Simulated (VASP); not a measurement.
A run of VASP 6.6.1 is set up as follows.

File INCAR:

```
PREC     = Accurate       # precision mode
ENCUT    = 450            # plane-wave cutoff, eV
EDIFF    = 1E-6           # SCF threshold, eV
ISMEAR   = 0              # smearing method
SIGMA    = 0.02           # smearing width, eV
LREAL    = False          # projectors in reciprocal space
LASPH    = True           # aspherical terms in the spheres
NELM     = 80             # most SCF steps
ALGO     = Fast           # electronic algorithm
ISIF     = 2              # what is computed and relaxed
LWAVE    = False          # write WAVECAR
LCHARG   = True           # write CHGCAR
GGA      = PE             # functional
LELF     = True           # ELF
LVHAR    = True
```

KPOINTS

```
Automatic mesh
0
Gamma
  6 6 6
```

POSCAR

```
As
1.0
    2.7036817444      0.0000000000      0.0000000000
    0.0000000000      2.7036817444      0.0000000000
    0.0000000000      0.0000000000      2.7036817444
As
1
Direct
    0.5000000000      0.5000000000      0.5000000000
```

Potentials or basis: VASP PAW PBE potentials, release 64 (As_GW).

Launch:

```console
$ cat potpaw_PBE.64/As_GW/POTCAR > POTCAR
$ mpirun -np 1 vasp_std > vasp.out
```

Estimate the pressure.

2.2 GPa.

Predict the band gap on the k mesh.

none (metal or under the smearing width).

Caveat: the k mesh is coarse (spacing up to 0.39 Å⁻¹), so the values aren't converged.
